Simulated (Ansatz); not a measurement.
Input for Ansatz (plane-wave DFT, PAW):

```yaml
crystal:
  lattice:
    - [2.7814042239, 0.0, 0.0]
    - [-1.3907021119, 2.4087667161, 0.0]
    - [0.0, 0.0, 4.2479160512]
  atoms:
    - { symbol: Pd, position: [0.66666667, 0.33333333, 0.75] }
    - { symbol: Pd, position: [0.33333333, 0.66666667, 0.25] }
basis:
  ecutwfc: 420
kpoints:
  mp_grid: { grid: [18, 18, 10] }
hamiltonian:
  xc: pbe
scf:
  occupations: { method: gaussian, width: 0.1 }
output:
  forces: true
  stress: true
  eigenvalues: true
```

Launched with
```bash
ansatz run input.yaml --threads 1 --pin off --max-ram 1331MiB --backend cpu --events-out ev --progress --plain --runs-dir out
```

All numbers below come from Ansatz, DFT PBE, scalar-relativistic, plane waves, PAW.

Part of what the program printed, abridged:

```
Pseudopotentials: kind: paw
Pseudopotential: Pd, paw, valence charge 18, recommended cutoff 420 eV (normal)
Functional definition: PBE
Crystal: 2 atoms, lattice volume = 28.460 Å³
Basis set: ecut = 420 eV, 567 PW (Γ), exchange–correlation on 40×40×60 points (8 copies of the dense FFT grid, shifted against one another)
Bands: 22, of which v1, the nominal top of the filled ones, is band 18 counted from 1 (17 counted from 0)
Symmetry: 24 space group operations
Space group: P63/mmc (ITA 194), of the structure as read, at distance tolerance 3.1e-5 Å
k-points: 222 of 3240
Initial density: superposition of atomic densities (neutral atoms: chi_scale 0, normalization atom), corrected by the library's trained network
Initial wavefunctions: pseudopotential atomic-orbital guess
Functional: x = pbe(κ = 0.804, μ = 0.21951497), c = pbe(β = 0.06672455)
SCF iter   1: F=—  HF=-13945.465113 eV  |F-HF|=—  |Δ(HF+E_count)|=         —  Δρ=6.61e-3  dr2=4.61e-3  ethr=1.77e-3  ⟨swp⟩=5.0  Hψ=21994  notcnv=0
SCF iter   2: F=—  HF=-13945.465131 eV  |F-HF|=—  |Δ(HF+E_count)|=   1.81e-5  Δρ=3.40e-3  dr2=1.25e-3  ethr=1.28e-5  ⟨swp⟩=1.1  Hψ=6728  notcnv=0
SCF iter   3: F=—  HF=-13945.465390 eV  |F-HF|=—  |Δ(HF+E_count)|=   2.59e-4  Δρ=3.01e-4  dr2=1.80e-5  ethr=3.47e-6  ⟨swp⟩=2.4  Hψ=6658  notcnv=0
SCF iter   4: F=—  HF=-13945.465373 eV  |F-HF|=—  |Δ(HF+E_count)|=   1.69e-5  Δρ=6.57e-5  dr2=4.55e-7  ethr=5.00e-8  ⟨swp⟩=2.0  Hψ=6955  notcnv=0
SCF iter   5: F=-13945.465373 eV  HF=-13945.465373 eV  |F-HF|=1.67e-9  |Δ(HF+E_count)|=   5.10e-8  Δρ=5.67e-6  dr2=3.92e-9  ethr=1.26e-9  ⟨swp⟩=2.4  Hψ=8379  notcnv=0
SCF iter   6: F=-13945.465373 eV  HF=-13945.465373 eV  |F-HF|=3.46e-11  |Δ(HF+E_count)|=  3.64e-11  Δρ=1.58e-6  dr2=1.84e-10  ethr=1.09e-11  ⟨swp⟩=1.6  Hψ=15000  notcnv=0
SCF 1 converged in 6 iterations: F = -13945.465373 eV  dr2 = 1.84e-10
SCF converged after 6 iterations
Free energy (F): -13945.465373 eV
Harris-Foulkes:  -13945.465373 eV  (|F-HF|=3.46e-11)
Internal energy: -13945.437429 eV  (E = F + TS)
E sigma→0 (E₀):  -13945.451401 eV
Entropy (-TS):   -0.027943 eV (-13.972 meV/atom)
Fermi energy:    20.831060 eV
--- Per-component energies (eV) ---
  E_band       = -241.483847
  E_kinetic    = 1030.559300
  E_local      = -3405.602840  (includes V_loc(G=0)·N_el)
  E_nonlocal   = 434.473589
  E_hartree    = 1391.694207
  E_xc         = -338.664571
  E_vxc        = -425.065438  (∫ρ·V_xc dr)
  E_paw        = -7500.740075  (= ΣΔE_a)
  E_vpaw       = -659.237061  (= ΣTr[D̂ρ^β])
  E_aug_tail   = 0.000378  (compensation charges beyond the density's cutoff)
  E_ewald      = -5557.157417
  E_smearing   = -0.027943  (= −TS)
--- Forces (eV/Å), atoms counted from 1 ---
  atom   1  Pd     0.00000000     0.00000000     0.00000000
  atom   2  Pd     0.00000000     0.00000000     0.00000000
--- Stress (GPa, compression-positive) ---
       13.967600       0.000000       0.000000
        0.000000      13.967600       0.000000
        0.000000       0.000000      24.794651
  P = ⅓ Tr σ = 17.5766 GPa (175.766 kbar)
--- Band table (eV; the first three rows and the last of 222) ---
  k-point 0: bands = ["-63.4156", "-63.3299", "-29.4652", "-28.9701", "-28.9701", "-28.9113", "-28.8729", "-28.8729", "13.3660", "15.2164", "17.9193", "17.9193", "18.2304", "18.4372", "18.4372", "18.5073", "18.5073", "20.5291", "20.5291", "22.3929", "29.3737", "37.2952"]
  k-point 1: bands = ["-63.4135", "-63.3321", "-29.4520", "-28.9677", "-28.9677", "-28.9252", "-28.8753", "-28.8753", "13.4715", "15.2497", "17.8271", "17.8271", "18.1862", "18.3779", "18.3779", "18.6668", "18.6668", "20.5364", "20.5364", "21.9267", "29.9782", "37.1489"]
  k-point 2: bands = ["-63.4074", "-63.3382", "-29.4135", "-28.9655", "-28.9608", "-28.9608", "-28.8822", "-28.8822", "13.7788", "15.3388", "17.6924", "17.6924", "18.0674", "18.2247", "18.2247", "18.9966", "18.9966", "20.5344", "20.5344", "20.8698", "31.4499", "36.8747"]
  k-point 221: bands = ["-63.3372", "-63.3372", "-29.3057", "-29.3057", "-29.1192", "-29.1192", "-28.9629", "-28.9629", "16.3552", "16.3552", "16.8854", "16.8854", "17.9084", "17.9084", "18.9764", "18.9764", "20.5041", "20.5041", "27.5899", "27.5899", "29.6278", "29.6278"]
```

The run converged.